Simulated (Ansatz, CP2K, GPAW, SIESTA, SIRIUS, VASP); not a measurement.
## One calculation of TiAl, 7 ways

```
Ti Al
1.0
     2.83730    0.00000    0.00000
     0.00000    2.83730    0.00000
     0.00000    0.00000    4.05910
Ti Al
1 1
Direct
  0.00000 0.00000 0.00000
  0.50000 0.50000 0.50000
```

Alike in all runs: task single point; functional PBEsol; k mesh 9 × 9 × 7; occupations fermi-dirac, width 0.05 eV; no spin polarisation; no spin-orbit coupling. Pressure is positive in compression and, in plane waves, holds the error of the finite cutoff, which Ansatz's Pulay term estimates and takes out.

| program and potentials | plane-wave cutoff (eV) | notes | pressure (GPa) |
| --- | --- | --- | --- |
| Ansatz, Ansatz PAW | 420 | potentials made for PBE, which Ansatz adapts in part; Pulay term of +0.04 GPa included | -3.88 |
| Ansatz, all-electron LAPW, scalar-relativistic | - | - | -3.92 |
| VASP, PBE PAW files Al, Ti_sv, 520 eV | 520 | potentials made for PBE | -3.83 |
| CP2K, POTENTIAL_UZH Ti GTH-PBE-q12, Al GTH-PBE-q3; TZVP-MOLOPT-PBE-GTH basis | - | atomic basis; potentials made for PBE | -2.89 |
| SIRIUS, PseudoDojo 0.4.1 PBEsol standard (scalar relativistic) | 1152 | - | -3.95 |
| GPAW, PAW data sets generated for this functional | 600 | - | -3.96 |
| SIESTA, files PseudoDojo sr-pbesol-0.4.1-standard, DZP (energy shift 0.003 Ry; two zetas on semicore shells) | - | atomic basis | -3.53 |

The pressure spans -3.96 (GPAW, PAW data sets generated for this functional) to -2.89 GPa (CP2K, POTENTIAL_UZH Ti GTH-PBE-q12, Al GTH-PBE-q3; TZVP-MOLOPT-PBE-GTH basis), with all-electron results at -3.92. Rows in atomic bases carry the error of their basis and grid, which can be large.

Differences between rows come from potentials, basis sets and numerical settings, since the functional is the same but for its coding. Runs on potential files found faulty are left out.
